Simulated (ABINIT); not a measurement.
The system is I.

```
CELL_PARAMETERS angstrom
3.63503 -2.39502 0.00000
3.63503 2.39502 0.00000
0.00000 0.00000 9.79344
ATOMIC_POSITIONS crystal
I 0.64930 0.35070 0.38440
I 0.14930 0.85070 0.11560
I 0.35070 0.64930 0.61560
I 0.85070 0.14930 0.88440
```

Base run:

| Property | Result |
| --- | --- |
| Program | ABINIT 10.8.3 (patched build) |
| Functional | PBE |
| Potentials or basis | JTH PAW PBE v2.0 |
| Cutoff | 299 eV |
| k mesh | 5 × 5 × 2 |
| Occupations | fermi-dirac, width 0.05 eV |
| Spin | no spin polarisation |

Its results: band gap on the k mesh 1.32 eV, indirect (least direct gap 1.39 eV); pressure 1.9 GPa; largest force 1.003 eV/Å.

The run is repeated on the same cell with these changes: functional from PBE to PBEsol; potentials or basis from JTH PAW PBE v2.0 to PseudoDojo NC SR PBEsol v0.4.1 standard; cutoff from 299 eV to 952 eV. What comes out?

Band gap on the k mesh 1.26 eV, indirect (least direct gap 1.33 eV); pressure 0.2 GPa; largest force 0.820 eV/Å.

Caveats: spin-orbit coupling is left out, which moves the levels of the heavy elements; an odd mesh through Γ misses points on the zone boundary, where band edges often lie; forces of over 1 eV/Å show positions far from the minimum, so gaps and moduli don't describe the material at rest (some runs).

Not every run made on this cell is shown here.
